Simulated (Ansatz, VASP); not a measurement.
# BN in VASP and in Ansatz

Contents of INCAR:

```
SYSTEM = BN
  PREC = Accurate
  ENCUT = 520
  EDIFF = 1E-6
  ISMEAR = 0
  SIGMA = 0.05
  LREAL = .FALSE.
  LASPH = .TRUE.
  NELM = 80
  ALGO = Normal
  ISIF = 2
  LWAVE = .FALSE.
  LCHARG = .FALSE.
  GGA = PE
  NBANDS = 16
```

KPOINTS

```
regular mesh
0
G
  12 12 6
  0 0 0
```

The input POSCAR:

```
BN
1.0
    2.6312174989      0.0000000000      0.0000000000
   -1.3156087494      2.2787011969      0.0000000000
    0.0000000000      0.0000000000      4.2245145352
B N
2 2
Direct
    0.6666666667      0.3333333333      0.9998058547
    0.3333333333      0.6666666667      0.4998058547
    0.6666666667      0.3333333333      0.6251941453
    0.3333333333      0.6666666667      0.1251941453
```

Input for Ansatz:

```yaml
crystal:
  lattice:
    - [2.6312174989, 0.0, 0.0]
    - [-1.3156087494, 2.2787011969, 0.0]
    - [0.0, 0.0, 4.2245145352]
  atoms:
    - { symbol: B, position: [0.6666666667, 0.3333333333, 0.9998058547] }
    - { symbol: B, position: [0.3333333333, 0.6666666667, 0.4998058547] }
    - { symbol: "N", position: [0.6666666667, 0.3333333333, 0.6251941453] }
    - { symbol: "N", position: [0.3333333333, 0.6666666667, 0.1251941453] }
basis:
  ecutwfc: 420
kpoints:
  mp_grid: { grid: [12, 12, 6] }
hamiltonian:
  xc: pbe
scf:
  occupations: { method: gaussian, width: 0.05 }
output:
  forces: true
  stress: true
  eigenvalues: true
```

Change from the starting cell: strain +0.030 along x and y, +0.000 along z, atoms carried along.

Alike in both runs: task single point; functional PBE; k mesh 12 × 12 × 6; occupations gaussian, width 0.05 eV; no spin polarisation.

|  | VASP | Ansatz |
| --- | --- | --- |
| version | VASP 6.6.1 | Ansatz 0.2.0 |
| potentials or method | VASP PAW PBE potentials, release 64 (B, N) | scalar-relativistic, plane waves, PAW |
| plane-wave cutoff (eV) | 520 | 420 |
| valence electrons in the cell | 16 | 16 |

Ansatz gave:

```
gap on the k mesh at the Fermi level (eV)       : 5.39
least direct gap on the mesh (eV)               : 7.73
pressure (GPa)                                  : -19.2
largest component of the traceless stress (GPa) : 16.09
rms of the force components (eV/Å)              : 0.005
```

Problem. What did VASP give for the same quantities?

Solution. gap on the k mesh at the Fermi level (eV): 5.38; least direct gap on the mesh (eV): 7.72; pressure (GPa): -19.2; largest component of the traceless stress (GPa): 16.18; rms of the force components (eV/Å): 0.008.

Atom by atom the forces differ by 0.002 eV/Å (rms over components).

Caveats: so large a pressure means that the cell lies far from this level's equilibrium, or that cutoff or potentials fall short (VASP). A k mesh can miss the band edges.
